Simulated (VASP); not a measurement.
GaAs: band structure with TB-mBJ

The system is GaAs.

```
Ga As
1.0
     0.00000    2.83140    2.83140
     2.83140    0.00000    2.83140
     2.83140    2.83140    0.00000
Ga As
1 1
Cartesian
  0.0000 0.0000 0.0000
  1.4157 1.4157 1.4157
```

```
Program                : VASP 6.6.1
Task                   : band structure
Functional             : TB-mBJ
Potentials or basis    : VASP PAW PBE potentials, release 64 (Ga_d, As)
Cutoff                 : 520 eV
k mesh                 : 6 × 6 × 6
Occupations            : gaussian, width 0.03 eV
Spin                   : spin-orbit coupling, no magnetisation
Further INCAR settings : ALGO = Normal; EDIFF = 1e-07; NBANDS = 32
```

```
Valence electrons inside the program's atomic spheres : Ga 11.43; As 2.95
```

Run time: 7.1 min on 1 thread of Intel(R) Xeon(R) 6975P-C (Granite Rapids) (shared host), peak memory 0.35 GiB.
